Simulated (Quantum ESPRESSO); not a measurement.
# In (Im-3m) in Quantum ESPRESSO: a series of runs

Aim: see how the results for In move with the level of theory and the settings. Levels: rev-vdW-DF2, PBE. Tasks: real-space fields, density of states.

Everything below comes from runs of Quantum ESPRESSO 7.5. Logs are shortened: lines on timing, memory, paths and dates and some standing lists are left out, and cuts for length are marked.

## Step 1: Starting point

Symmetry: Im-3m, No. 229, cubic system. The conventional cell has a = 3.765 Å, b = 3.765 Å, c = 3.765 Å, α = 90.00°, β = 90.00°, γ = 90.00°. In (site symmetry m-3m) is surrounded by 8 In at 3.26 Å.

This isn't the form of In at room conditions, which is tetragonal.

## Step 2: Real-space fields, rev-vdW-DF2

pw.in

```
&CONTROL
  calculation = 'scf'
  prefix = 'pwscf'
  outdir = './tmp'
  pseudo_dir = './pseudo'
  tprnfor = .true.
  tstress = .true.
  disk_io = 'low'
/
&SYSTEM
  space_group = 229
  A = 3.76505048
  nat = 1
  ntyp = 1
  ecutwfc = 70
  nbnd = 12
  input_dft = 'vdw-df2-b86r'
  occupations = 'smearing'
  smearing = 'mp'
  degauss = 0.00734986
/
&ELECTRONS
  conv_thr = 2d-10
  electron_maxstep = 120
  mixing_beta = 0.5
/
ATOMIC_SPECIES
In   114.8180 In.upf
ATOMIC_POSITIONS crystal_sg
In     0.0000000000    0.0000000000    0.0000000000
K_POINTS automatic
10 10 10 0 0 0
```

pp_density.in

```
&INPUTPP
  prefix = 'pwscf'
  outdir = './tmp'
  filplot = 'density.dat'
  plot_num = 0
/
&PLOT
  nfile = 1
  filepp(1) = 'density.dat'
  iflag = 3
  output_format = 6
  fileout = 'density.cube'
/
```

pp_potential.in

```
&INPUTPP
  prefix = 'pwscf'
  outdir = './tmp'
  filplot = 'potential.dat'
  plot_num = 11
/
&PLOT
  nfile = 1
  filepp(1) = 'potential.dat'
  iflag = 3
  output_format = 6
  fileout = 'potential.cube'
/
```

pp_elf.in

```
&INPUTPP
  prefix = 'pwscf'
  outdir = './tmp'
  filplot = 'elf.dat'
  plot_num = 8
/
&PLOT
  nfile = 1
  filepp(1) = 'elf.dat'
  iflag = 3
  output_format = 6
  fileout = 'elf.cube'
/
```

pp_potential_ks.in

```
&INPUTPP
  prefix = 'pwscf'
  outdir = './tmp'
  filplot = 'potential_ks.dat'
  plot_num = 1
/
&PLOT
  nfile = 1
  filepp(1) = 'potential_ks.dat'
  iflag = 3
  output_format = 6
  fileout = 'potential_ks.cube'
/
```

Potentials or basis: PseudoDojo 0.4.1 SR PBEsol standard.

The run is started by

```sh
$ OMP_NUM_THREADS=1 pw.x -in pw.in > pw.out
$ OMP_NUM_THREADS=1 pp.x -in pp_density.in > pp_density.out
$ OMP_NUM_THREADS=1 pp.x -in pp_potential.in > pp_potential.out
$ OMP_NUM_THREADS=1 pp.x -in pp_elf.in > pp_elf.out
$ OMP_NUM_THREADS=1 pp.x -in pp_potential_ks.in > pp_potential_ks.out
```

pw.out:

```text
This program is part of the open-source Quantum ESPRESSO suite
     for quantum simulation of materials; please cite
         "P. Giannozzi et al., J. Phys.:Condens. Matter 21 395502 (2009);
         "P. Giannozzi et al., J. Phys.:Condens. Matter 29 465901 (2017);
         "P. Giannozzi et al., J. Chem. Phys. 152 154105 (2020);
     in publications or presentations arising from this work. More details at

     IMPORTANT: XC functional enforced from input :
     Exchange-correlation= VDW-DF2-B86R
                           (   1   4  26   0   2   0   0)
     Any further DFT definition will be discarded
     Please, verify this is what you really want

     G-vector sticks info
     --------------------
     sticks:   dense  smooth     PW     G-vecs:    dense   smooth      PW
     Sum         801     801    241                14243    14243    2347

     Using Slab Decomposition

     bravais-lattice index     =            3
     lattice parameter (alat)  =       7.1149  a.u.
     unit-cell volume          =     180.0856 (a.u.)^3
     number of atoms/cell      =            1
     number of atomic types    =            1
     number of electrons       =        13.00
     number of Kohn-Sham states=           12
     kinetic-energy cutoff     =      70.0000  Ry
     charge density cutoff     =     280.0000  Ry
     scf convergence threshold =      2.0E-10
     mixing beta               =       0.5000
     number of iterations used =            8  plain     mixing
     Exchange-correlation= VDW-DF2-B86R
                           (   1   4  26   0   2   0   0)

     celldm(1)=   7.114914  celldm(2)=   0.000000  celldm(3)=   0.000000
     celldm(4)=   0.000000  celldm(5)=   0.000000  celldm(6)=   0.000000

     crystal axes: (cart. coord. in units of alat)
               a(1) = (   0.500000   0.500000   0.500000 )
               a(2) = (  -0.500000   0.500000   0.500000 )
               a(3) = (  -0.500000  -0.500000   0.500000 )

     reciprocal axes: (cart. coord. in units 2 pi/alat)
               b(1) = (  1.000000  0.000000  1.000000 )
               b(2) = ( -1.000000  1.000000  0.000000 )
               b(3) = (  0.000000 -1.000000  1.000000 )

     PseudoPot. # 1 for In read from file:
     In.upf
     Pseudo is Norm-conserving + core correction, Zval = 13.0
     Generated using ONCVPSP code by D. R. Hamann
     Using radial grid of 1940 points,  6 beta functions with:
                l(1) =   0
                l(2) =   0
                l(3) =   1
                l(4) =   1
                l(5) =   2
                l(6) =   2

     atomic species   valence    mass     pseudopotential
     In               13.00   114.81800     In( 1.00)

     48 Sym. Ops., with inversion, found

   Cartesian axes

     site n.     atom                  positions (alat units)
         1        In     tau(   1) = (   0.0000000   0.0000000   0.0000000  )

     number of k points=    47  Methfessel-Paxton smearing, width (Ry)=  0.0073
                       cart. coord. in units 2pi/alat
        k(    1) = (   0.0000000   0.0000000   0.0000000), wk =   0.0020000
        k(    2) = (   0.0000000  -0.1000000   0.1000000), wk =   0.0240000
        k(    3) = (   0.0000000  -0.2000000   0.2000000), wk =   0.0240000
        k(    4) = (   0.0000000  -0.3000000   0.3000000), wk =   0.0240000
        k(    5) = (   0.0000000  -0.4000000   0.4000000), wk =   0.0240000
        k(    6) = (   0.0000000   0.5000000  -0.5000000), wk =   0.0120000
[... 39 lines left out ...]
        k(   46) = (   0.0000000   0.9000000  -0.1000000), wk =   0.0240000
        k(   47) = (   0.0000000   0.0000000  -1.0000000), wk =   0.0020000

     Dense  grid:    14243 G-vectors     FFT dimensions: (  36,  36,  36)

     Initial potential from superposition of free atoms

     starting charge      12.9965, renormalised to      13.0000

     %%%%%%%%%%%%%%%%%%%%%%%%%%%%%%%%%%%%%%%%%%%%%%%%%%%%%%%%%%%%%%%%%%%%%%%%
     %                                                                      %
     % You are using vdW-DF, which was implemented by the Thonhauser group. %
     % Please cite the following two papers that made this development      %
     % possible and the two reviews that describe the various versions:     %
     %                                                                      %
     %   T. Thonhauser et al., PRL 115, 136402 (2015).                      %
     %   T. Thonhauser et al., PRB 76, 125112 (2007).                       %
     %   K. Berland et al., Rep. Prog. Phys. 78, 066501 (2015).             %
     %   D.C. Langreth et al., J. Phys.: Condens. Matter 21, 084203 (2009). %
     %                                                                      %
     % If you are calculating stress with vdW-DF, please also cite:         %
     %                                                                      %
     %   R. Sabatini et al., J. Phys.: Condens. Matter 24, 424209 (2012).   %
     %                                                                      %
     %%%%%%%%%%%%%%%%%%%%%%%%%%%%%%%%%%%%%%%%%%%%%%%%%%%%%%%%%%%%%%%%%%%%%%%%

     %%%%%%%%%%%%%%%%%%%%%%%%%%%%%%%%%%%%%%%%%%%%%%%%%%%%%%%%%%%%%%%%%%%%%%%%
     %                                                                      %
     %  vdW-DF NEWS:                                                        %
     %                                                                      %
     %  * vdW-DF3 is now available. DOI: 10.1021/acs.jctc.0c00471           %
     %    use with input_dft = 'vdW-DF3-opt1' or 'vdW-DF3-opt2'             %
     %                                                                      %
     %  * Unscreened and range-separated hybrid vdW-DF-cx functionals       %
     %    DOI: 10.1063/1.4986522 and 10.1088/1361-648X/ac2ad2               %
     %    use with input_dft = 'vdW-DF-cx0'    and 'vdW-DF-ahcx'            %
     %  * Unscreened and range-separated hybrid vdW-DF2-b86r functionals    %
     %    DOI: 10.1063/1.4986522 and DOI: 10.1103/PhysRevX.12.041003        %
     %    use with input_dft = 'vdW-DF2-br0' and 'vdW-DF2-ahbr'             %
     %                                                                      %
     %%%%%%%%%%%%%%%%%%%%%%%%%%%%%%%%%%%%%%%%%%%%%%%%%%%%%%%%%%%%%%%%%%%%%%%%

     Starting wfcs are    9 randomized atomic wfcs +    3 random wfcs

     Self-consistent Calculation

     iteration #  1     ecut=    70.00 Ry     beta= 0.50
     Davidson diagonalization with overlap
     ethr =  1.00E-02,  avg # of iterations =  4.6

     Threshold (ethr) on eigenvalues was too large:
     Diagonalizing with lowered threshold

     Davidson diagonalization with overlap
     ethr =  3.31E-05,  avg # of iterations =  6.0

     total energy              =    -132.96111050 Ry
     estimated scf accuracy    <       0.00459302 Ry

     iteration #  2     ecut=    70.00 Ry     beta= 0.50
     Davidson diagonalization with overlap
     ethr =  3.53E-05,  avg # of iterations =  2.0
[... 29 lines left out ...]
     total energy              =    -132.96184631 Ry
     estimated scf accuracy    <          9.1E-09 Ry

     iteration #  7     ecut=    70.00 Ry     beta= 0.50
     Davidson diagonalization with overlap
     ethr =  7.02E-11,  avg # of iterations =  2.0

     End of self-consistent calculation

          k = 0.0000 0.0000 0.0000 (  1745 PWs)   bands (ev):

    -4.5772  -4.5772  -4.5772  -4.3132  -4.3132   0.7174  20.8406  20.8406
    20.8406  23.4744  23.4744  25.0602

          k = 0.0000-0.1000 0.1000 (  1795 PWs)   bands (ev):

    -4.5873  -4.5679  -4.5380  -4.3238  -4.3136   0.9453  18.8678  19.9076
    20.3784  22.2522  22.6093  23.2622

          k = 0.0000-0.2000 0.2000 (  1793 PWs)   bands (ev):
[... 51 lines left out ...]
    -4.6429  -4.5274  -4.3562  -4.3264  -4.2185   6.6611   7.8846  12.0856
    16.3790  21.8182  25.2194  25.5647

          k =-0.3000 0.7000-0.4000 (  1782 PWs)   bands (ev):

    -4.6332  -4.4672  -4.3934  -4.3141  -4.2588   6.7509   9.1295  10.1429
    16.2302  23.4234  23.4748  25.3391

          k = 0.0000 0.0000 0.2000 (  1793 PWs)   bands (ev):

    -4.5553  -4.5553  -4.5400  -4.3462  -4.3086   1.1739  18.7040  18.9051
    18.9051  21.0259  23.3152  23.3152

          k = 0.0000-0.1000 0.3000 (  1784 PWs)   bands (ev):

    -4.5738  -4.5333  -4.4407  -4.3769  -4.3153   1.8664  15.6075  17.4052
    18.2084  20.5712  22.8186  23.2101

          k = 0.0000-0.2000 0.4000 (  1778 PWs)   bands (ev):
[... 21 lines left out ...]
    -4.5855  -4.5249  -4.3877  -4.3598  -4.2477   4.1898  11.1636  13.6501
    17.5504  20.4076  21.8545  25.1052

          k =-0.1000 0.7000-0.4000 (  1778 PWs)   bands (ev):

    -4.5996  -4.5457  -4.3939  -4.3427  -4.1818   5.9809   8.5623  13.1100
    17.2049  20.7839  22.6104  24.3580

          k =-0.2000 0.2000 0.2000 (  1787 PWs)   bands (ev):

    -4.5954  -4.5954  -4.3751  -4.3291  -4.3291   2.1039  14.8987  16.5860
    16.5860  23.7834  23.7834  24.7275

          k =-0.2000 0.8000-0.4000 (  1781 PWs)   bands (ev):

    -4.5826  -4.5105  -4.4167  -4.3333  -4.2184   5.7695  10.0694  11.2490
    17.9194  20.5630  21.5620  24.3491

          k =-0.2000 0.7000-0.3000 (  1785 PWs)   bands (ev):

    -4.5826  -4.5010  -4.4450  -4.2974  -4.2186   7.2118   8.6171  10.6009
    17.9613  20.9442  22.3429  22.3880

          k =-0.3000 0.3000 0.2000 (  1772 PWs)   bands (ev):

    -4.6245  -4.5758  -4.3399  -4.3204  -4.2950   3.2727  12.3522  14.6928
    15.5732  23.9490  24.1737  25.3768

          k = 0.6000-0.6000 0.2000 (  1776 PWs)   bands (ev):

    -4.6450  -4.5657  -4.3315  -4.3162  -4.2428   4.8868   9.6166  13.7792
    14.9470  23.6170  23.7617  26.8561

          k = 0.6000-0.7000 0.3000 (  1782 PWs)   bands (ev):
[... 11 lines left out ...]
    -4.6223  -4.5149  -4.3356  -4.3214  -4.2855   6.3684   8.9832  11.4898
    13.8809  25.0763  26.8361  27.1661

          k = 0.4000-0.6000 0.4000 (  1782 PWs)   bands (ev):

    -4.6133  -4.4199  -4.4199  -4.3096  -4.3096   7.3616   9.4437   9.4437
    13.6209  26.7082  26.7082  26.9001

          k = 0.0000 0.0000 0.4000 (  1769 PWs)   bands (ev):

    -4.4839  -4.4839  -4.4425  -4.4342  -4.3409   2.5589  15.8777  15.9399
    15.9399  18.5729  24.7757  24.7757

          k = 0.0000-0.1000 0.5000 (  1777 PWs)   bands (ev):

    -4.5028  -4.4922  -4.4250  -4.3757  -4.3211   3.7177  12.9228  14.7256
    15.8563  18.4689  24.4334  24.8647

          k = 0.0000-0.2000 0.6000 (  1776 PWs)   bands (ev):
[... 26 lines left out ...]
    -4.5573  -4.5573  -4.3346  -4.3171  -4.3171   6.1761  10.0207  11.8562
    11.8562  28.4421  28.4421  28.4720

          k = 0.5000-0.5000 0.4000 (  1772 PWs)   bands (ev):

    -4.5561  -4.4943  -4.3956  -4.3149  -4.3137   7.3730   9.2051  10.8299
    11.6333  28.5768  28.6143  29.5136

          k = 0.0000 0.0000 0.6000 (  1778 PWs)   bands (ev):

    -4.5462  -4.4582  -4.3657  -4.3657  -4.3224   4.8575  13.5175  13.5175
    13.8549  16.8657  23.4852  27.3132

          k = 0.0000-0.1000 0.7000 (  1788 PWs)   bands (ev):

    -4.5889  -4.5275  -4.3618  -4.3076  -4.2207   6.4232  11.0889  12.7323
    14.1989  17.0358  20.8628  26.6963

          k = 0.0000 0.8000-0.2000 (  1794 PWs)   bands (ev):

    -4.6010  -4.5587  -4.3667  -4.2851  -4.1743   7.9029   9.2331  12.4603
    14.2709  18.1299  19.0753  26.5013

          k =-0.1000 0.9000-0.2000 (  1800 PWs)   bands (ev):

    -4.6129  -4.5879  -4.3372  -4.2384  -4.1950   8.0544  10.4194  11.1091
    14.6472  17.0515  18.5622  26.6464

          k = 0.0000 0.0000 0.8000 (  1770 PWs)   bands (ev):

    -4.6393  -4.6071  -4.2427  -4.2427  -4.2254   7.9242  11.9432  11.9432
    12.6177  15.8750  18.3191  29.0797

          k = 0.0000 0.9000-0.1000 (  1782 PWs)   bands (ev):

    -4.6533  -4.6439  -4.2386  -4.2164  -4.1845   9.3162  10.5837  11.6693
    12.9359  16.1599  16.7000  29.2283

          k = 0.0000 0.0000-1.0000 (  1830 PWs)   bands (ev):

    -4.6754  -4.6754  -4.1884  -4.1884  -4.1884  10.8244  11.3945  11.3945
    11.3945  15.5517  15.5517  30.3520

     the Fermi energy is    10.0753 ev

!    total energy              =    -132.96184631 Ry
     estimated scf accuracy    <          1.6E-11 Ry
     smearing contrib. (-TS)   =      -0.00010360 Ry
     internal energy E=F+TS    =    -132.96174271 Ry

     The total energy is F=E-TS. E is the sum of the following terms:
     one-electron contribution =     -34.31126232 Ry
     hartree contribution      =      27.80019866 Ry
     xc contribution           =     -40.00825246 Ry
     ewald contribution        =     -86.44242659 Ry

     convergence has been achieved in   7 iterations

     Forces acting on atoms (cartesian axes, Ry/au):

     atom    1 type  1   force =     0.00000000    0.00000000    0.00000000

     Total force =     0.000000     Total SCF correction =     0.000000

     Computing stress (Cartesian axis) and pressure

          total   stress  (Ry/bohr**3)                   (kbar)     P=        9.75
   0.00006629  -0.00000000   0.00000000            9.75       -0.00        0.00
  -0.00000000   0.00006629  -0.00000000           -0.00        9.75       -0.00
   0.00000000  -0.00000000   0.00006629            0.00       -0.00        9.75

=------------------------------------------------------------------------------=
   JOB DONE.
=------------------------------------------------------------------------------=
```

Run time: 5.2 min. Hardware: 1 thread of Arm Neoverse V1, shared host; peak memory 0.08 GiB.

Results:

```yaml
Free_energy: -1809.0381 eV
Pressure: 1.0 GPa
Band_gap_on_the_k_mesh: none (metal or under the smearing width)
```

Levels at points of the mesh, in eV from the Fermi level:
| k point | band 4 | band 5 | band 6 | band 7 | band 8 | band 9 |
| --- | --- | --- | --- | --- | --- | --- |
| (0.00, 0.00, 0.00) | -14.39 | -14.39 | -9.36 | 10.77 | 10.77 | 10.77 |
| (0.00, 0.00, -0.50) | -14.39 | -14.22 | -3.95 | -2.99 | 5.82 | 7.37 |
| (-0.50, -0.50, -0.50) | -14.26 | -14.26 | 0.75 | 1.32 | 1.32 | 1.32 |

Caveat: the potentials were made for another functional, which shifts forces and pressure.

(Part 1 of 2 ends here.)
